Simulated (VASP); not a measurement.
# CdTe (F-43m) in VASP: notebook

One crystal, CdTe, is run at these levels: PBE, HSE06, LDA; tasks: single point, atomic charges, electron localisation function.

Program: VASP 6.6.1. These are calculated values, not measurements. Logs are shortened: lines on timing, memory, paths and dates and some standing lists are left out, and cuts for length are marked.

**The experiment to reproduce.**

A printed reference work, data compilation reports, for a bulk crystal of CdTe at 0 K: band gap 1.607 eV.

The results are compared with them further down.

## 1. The structure

Symmetry: F-43m, No. 216, cubic system. Conventional cell: a = 6.410 Å, b = 6.410 Å, c = 6.410 Å, α = 90.00°, β = 90.00°, γ = 90.00°. Te (site symmetry -43m) is surrounded by 4 Cd at 2.78 Å. Cd (site symmetry -43m) is surrounded by 4 Te at 2.78 Å.

## 2. Single point, PBE, spin-orbit coupling, no magnetisation

Input file INCAR:

```
SYSTEM = CdTe
PREC = Accurate
ENCUT = 460
EDIFF = 1E-7
ISMEAR = 0
SIGMA = 0.02
LREAL = .False.
LASPH = .True.
NELM = 100
ALGO = Normal
ISIF = 2
LWAVE = .False.
LCHARG = .False.
MAGMOM = 0 0 0 0 0 0
LORBIT = 11
LSORBIT = .True.
GGA_COMPAT = .False.
GGA = PE
NBANDS = 34
```

Input file KPOINTS:

```
regular mesh
0
Gamma
  8 8 8
  0 0 0
```

Input file POSCAR:

```
CdTe
1.0
    0.0000000000      3.2050000000      3.2050000000
    3.2050000000      0.0000000000      3.2050000000
    3.2050000000      3.2050000000      0.0000000000
Te Cd
1 1
Direct
    0.7500000000      0.7500000000      0.7500000000
    0.0000000000      0.0000000000      0.0000000000
```

Potentials or basis: VASP PAW PBE potentials, release 64 (Te, Cd).

On the command line:

```
$ cat potpaw_PBE.64/Te/POTCAR potpaw_PBE.64/Cd/POTCAR > POTCAR
$ mpirun -np 1 vasp_ncl > vasp.out
```

OUTCAR:

```text
SYSTEM = CdTe
   PREC = Accurate
   ENCUT = 460
   EDIFF = 1E-7
   ISMEAR = 0
   LREAL = .False.
   LASPH = .True.
   NELM = 100
   ISIF = 2
   LORBIT = 11
   LSORBIT = .True.
   GGA = PE

 Found     43 irreducible k-points:

 Following reciprocal coordinates:
            Coordinates               Weight
  0.000000  0.000000  0.000000      1.000000
  0.125000  0.000000  0.000000      4.000000
 -0.125000  0.000000  0.000000      4.000000
  0.250000  0.000000  0.000000      4.000000
 -0.250000  0.000000  0.000000      4.000000
  0.375000  0.000000  0.000000      4.000000
   k-points           NKPTS =     43   k-points in BZ     NKDIM =     43   number of bands    NBANDS=     34
   number of dos      NEDOS =    301   number of ions     NIONS =      2
   total plane-waves  NPLWV =  32768
   dimension x,y,z NGX =    32 NGY =   32 NGZ =   32
   dimension x,y,z NGXF=    64 NGYF=   64 NGZF=   64
   ions per type =               1   1
   NGX,Y,Z   is equivalent  to a cutoff of  11.74, 11.74, 11.74 a.u.
   NGXF,Y,Z  is equivalent  to a cutoff of  23.47, 23.47, 23.47 a.u.
 SYSTEM =  CdTe
   PREC   = accura    normal or accurate (medium, high low for compatibility)
   ISTART =      0    job   : 0-new  1-cont  2-samecut
   ICHARG =      2    charge: 1-file 2-atom 10-const
   ISPIN  =      1    spin polarized calculation?
   LNONCOLLINEAR =      T non collinear calculations
   LSORBIT =      T    spin-orbit coupling
   LASPH  =      T    aspherical Exc in radial PAW
   ENCUT  =  460.0 eV  33.81 Ry    5.81 a.u.   7.93  7.93  7.93*2*pi/ulx,y,z
   NELM   =    100;   NELMIN=  2; NELMDL= -5     # of ELM steps
   EDIFF  = 0.1E-06   stopping-criterion for ELM
   LREAL  =      F    real-space projection
   EDIFFG = 0.1E-05   stopping-criterion for IOM
   NSW    =      0    number of steps for IOM
   IBRION =     -1    ionic relax: 0-MD 1-quasi-New 2-CG
   NFREE  =      0    steps in history (QN), initial steepest desc. (CG)
   ISIF   =      2    stress and relaxation
   ISYM   =      2    0-nonsym 1-usesym 2-fastsym
   POTIM  = 0.5000    time-step for ionic-motion
   TEBEG  =    0.0;   TEEND  =   0.0 temperature during run
   PSTRESS=    0.0 pullay stress
   NELECT =      18.0000    total number of electrons
   NUPDOWN=      -1.0000    fix difference up-down
   EMIN   =  10.00;   EMAX   =-10.00  energy-range for DOS
   EFERMI =   0.00;   METHOD = LEGACY
   ISMEAR =     0;   SIGMA  =   0.02  broadening in eV -4-tet -1-fermi 0-gaus
   EFERMI_NEDOS =   21; number of points for ismear=-14 and -15
   IALGO  =     38    algorithm
   IMIX   =      4    mixing-type and parameters
     AMIX     =   0.40;   BMIX     =  1.00
     AMIX_MAG =   1.60;   BMIX_MAG =  1.00
  volume/ion in A,a.u.               =      32.92       222.17
  Fermi-wavevector in a.u.,A,eV,Ry     =   1.062497  2.007828 15.359610  1.128899
  Thomas-Fermi vector in A             =   2.197950
   LORBIT       =     11    0 simple, 1 ext, 2 COOP (PROOUT), +10 PAW based schemes
   GGA     = PE    functional components
   LHFCALC =     F    Hartree Fock is set to
   AEXX    =    0.0000 exact exchange contribution
   IVDW    =     0    specifies the selected vdW correction
   LEPSILON=     F    determine dielectric tensor
   LRPA    =     F    only Hartree local field effects (RPA)
 Gauss-broadening in eV      SIGMA  =   0.02
  energy-cutoff  :      460.00
  volume of cell :       65.84
 maximum number of plane-waves:      2980
   NGX = 15   NGY = 15   NGZ = 15

 number of electron      18.0000000 magnetization       0.0000000      0.0000000      0.0000000

 number of electron      18.0000005 magnetization       0.0000000     -0.0000000     -0.0000000

 number of electron      18.0000005 magnetization      -0.0000000      0.0000000      0.0000000

 Free energy of the ion-electron system (eV)
  ---------------------------------------------------
  ext. energy  EPLUGINS =         0.00000000
  ---------------------------------------------------
  free energy    TOTEN  =        -4.85220846 eV

  energy without entropy =       -4.85220846  energy(sigma->0) =       -4.85220846

 E-fermi :   3.0366     XC(G=0):  -8.7319

 val. band max:        2.9280469307   @ k =   0.0000   0.0000   0.0000
 cond. band min:       3.5301321327   @ k =   0.0000   0.0000   0.0000
 fundamental gap:      0.6020852020
 Fermi energy:         3.0366213352

 k-point     1 :       0.0000    0.0000    0.0000
  band No.  band energies     occupation
      1      -8.7074      1.00000
      2      -8.7074      1.00000
      3      -6.0561      1.00000
      4      -6.0561      1.00000
      5      -6.0561      1.00000
      6      -6.0561      1.00000
[... 22 lines left out ...]
     29      12.0714      0.00000
     30      12.0714      0.00000

 k-point     2 :       0.1250    0.0000    0.0000
  band No.  band energies     occupation
      1      -8.6449      1.00000
      2      -8.6449      1.00000
      3      -6.0622      1.00000
      4      -6.0420      1.00000
      5      -6.0243      1.00000
      6      -6.0243      1.00000
[... 22 lines left out ...]
     29      11.3215      0.00000
     30      11.3215      0.00000

 k-point     3 :      -0.1250    0.0000    0.0000
  band No.  band energies     occupation
      1      -8.6449      1.00000
      2      -8.6449      1.00000
      3      -6.0622      1.00000
      4      -6.0420      1.00000
      5      -6.0243      1.00000
      6      -6.0243      1.00000
[... 22 lines left out ...]
     29      11.3215      0.00000
     30      11.3215      0.00000

 k-point     4 :       0.2500    0.0000    0.0000
  band No.  band energies     occupation
      1      -8.4935      1.00000
      2      -8.4935      1.00000
      3      -6.0579      1.00000
      4      -6.0293      1.00000
      5      -5.9313      1.00000
      6      -5.9313      1.00000
[... 22 lines left out ...]
     29      11.1007      0.00000
     30      11.1007      0.00000

 k-point     5 :      -0.2500    0.0000    0.0000
  band No.  band energies     occupation
      1      -8.4935      1.00000
      2      -8.4935      1.00000
      3      -6.0579      1.00000
      4      -6.0293      1.00000
      5      -5.9313      1.00000
      6      -5.9313      1.00000
[... 22 lines left out ...]
     29      11.1007      0.00000
     30      11.1007      0.00000

 k-point     6 :       0.3750    0.0000    0.0000
  band No.  band energies     occupation
      1      -8.3440      1.00000
      2      -8.3440      1.00000
      3      -6.0470      1.00000
      4      -6.0269      1.00000
      5      -5.8189      1.00000
      6      -5.8189      1.00000
[... 22 lines left out ...]
     29      11.8991      0.00000
     30      11.8991      0.00000

 [... further k-points ...]

 [bands above 30 left out]

------------------------ aborting loop because EDIFF is reached ----------------------------------------

  FORCE on cell =-STRESS in cart. coord.  units (eV):
  Direction    XX          YY          ZZ          XY          YZ          ZX
  --------------------------------------------------------------------------------------
  -------------------------------------------------------------------------------------
  Total        1.7923170      1.7923170      1.7923170      0.0000000      0.0000000     -0.0000000
  in kB       43.6125322     43.6125322     43.6125322      0.0000000      0.0000000     -0.0000000
  external PRESSURE =      43.6125322 kB  Pullay stress =       0.0000000 kB

 VOLUME and BASIS-vectors are now :
 -----------------------------------------------------------------------------
  energy-cutoff  :      460.00
  volume of cell :       65.84
      direct lattice vectors                 reciprocal lattice vectors
     0.000000000  3.205000000  3.205000000    -0.156006240  0.156006240  0.156006240
     3.205000000  0.000000000  3.205000000     0.156006240 -0.156006240  0.156006240
     3.205000000  3.205000000  0.000000000     0.156006240  0.156006240 -0.156006240

 POSITION                                       TOTAL-FORCE (eV/Angst)
 -----------------------------------------------------------------------------------
      4.80750      4.80750      4.80750        -0.000000     -0.000000      0.000000
      0.00000      0.00000      0.00000         0.000000      0.000000     -0.000000
 -----------------------------------------------------------------------------------
    total drift:                               -0.000000     -0.000000     -0.000000

  FREE ENERGIE OF THE ION-ELECTRON SYSTEM (eV)
  ---------------------------------------------------
  free  energy   TOTEN  =        -4.8522084636 eV

  energy  without entropy=       -4.8522084636  energy(sigma->0) =       -4.85220846

 Spin-Orbit-Coupling matrix elements

 Ion:    1  E_soc:     -0.1922779
 l=   1
     0.0000000    -0.0319651    -0.0319651
    -0.0319651     0.0000000    -0.0319651
    -0.0319651    -0.0319651     0.0000000
 l=   2
     0.0000000    -0.0000318     0.0000000    -0.0000318    -0.0000494
    -0.0000318     0.0000000    -0.0000370    -0.0000318    -0.0000123
     0.0000000    -0.0000370     0.0000000    -0.0000370     0.0000000
    -0.0000318    -0.0000318    -0.0000370     0.0000000    -0.0000123
    -0.0000494    -0.0000123     0.0000000    -0.0000123     0.0000000
 l=   3
     0.0000000     0.0000000     0.0000000     0.0000000     0.0000000     0.0000000     0.0000000
     0.0000000     0.0000000     0.0000000     0.0000000     0.0000000     0.0000000     0.0000000
     0.0000000     0.0000000     0.0000000     0.0000000     0.0000000     0.0000000     0.0000000
     0.0000000     0.0000000     0.0000000     0.0000000     0.0000000     0.0000000     0.0000000
     0.0000000     0.0000000     0.0000000     0.0000000     0.0000000     0.0000000     0.0000000
     0.0000000     0.0000000     0.0000000     0.0000000     0.0000000     0.0000000     0.0000000
     0.0000000     0.0000000     0.0000000     0.0000000     0.0000000     0.0000000     0.0000000

 Ion:    2  E_soc:     -0.0619647
 l=   1
     0.0000000    -0.0033346    -0.0033346
    -0.0033346     0.0000000    -0.0033346
    -0.0033346    -0.0033346     0.0000000
 l=   2
     0.0000000    -0.0014066     0.0000000    -0.0014066    -0.0055863
    -0.0014066     0.0000000    -0.0041897    -0.0014066    -0.0013966
     0.0000000    -0.0041897     0.0000000    -0.0041897     0.0000000
    -0.0014066    -0.0014066    -0.0041897     0.0000000    -0.0013966
    -0.0055863    -0.0013966     0.0000000    -0.0013966     0.0000000
 l=   3
     0.0000000     0.0000000     0.0000000     0.0000000     0.0000000     0.0000000     0.0000000
     0.0000000     0.0000000     0.0000000     0.0000000     0.0000000     0.0000000     0.0000000
     0.0000000     0.0000000     0.0000000     0.0000000     0.0000000     0.0000000     0.0000000
     0.0000000     0.0000000     0.0000000     0.0000000     0.0000000     0.0000000     0.0000000
     0.0000000     0.0000000     0.0000000     0.0000000     0.0000000     0.0000000     0.0000000
     0.0000000     0.0000000     0.0000000     0.0000000     0.0000000     0.0000000     0.0000000
     0.0000000     0.0000000     0.0000000     0.0000000     0.0000000     0.0000000     0.0000000

 total charge

# of ion       s       p       d       tot
------------------------------------------
    1        1.350   2.078   0.024   3.451
    2        0.478   0.338   9.530  10.346
--------------------------------------------------
tot          1.827   2.416   9.554  13.797

 magnetization (x)

# of ion       s       p       d       tot
------------------------------------------
    1       -0.000  -0.000   0.000  -0.000
    2       -0.000   0.000   0.000  -0.000
--------------------------------------------------
tot         -0.000  -0.000   0.000  -0.000

 magnetization (y)

# of ion       s       p       d       tot
------------------------------------------
    1        0.000  -0.000  -0.000  -0.000
    2       -0.000   0.000   0.000  -0.000
--------------------------------------------------
tot         -0.000  -0.000  -0.000  -0.000

 magnetization (z)

# of ion       s       p       d       tot
------------------------------------------
    1        0.000   0.000   0.000   0.000
    2       -0.000   0.000  -0.000  -0.000
--------------------------------------------------
tot         -0.000   0.000  -0.000  -0.000
```

Run time: 79 s. Hardware: 1 thread of Intel Xeon Platinum 8559C (Emerald Rapids), shared host; peak memory 0.37 GiB.

These settings aren't checked as converged: the numbers below hold their error.

Results:

```yaml
Free_energy: -4.8522 eV
Pressure: 4.4 GPa
Valence_electrons_inside_the_program's_atomic_spheres: Te 3.45; Cd 10.35
```

[end of part 1 of 2]
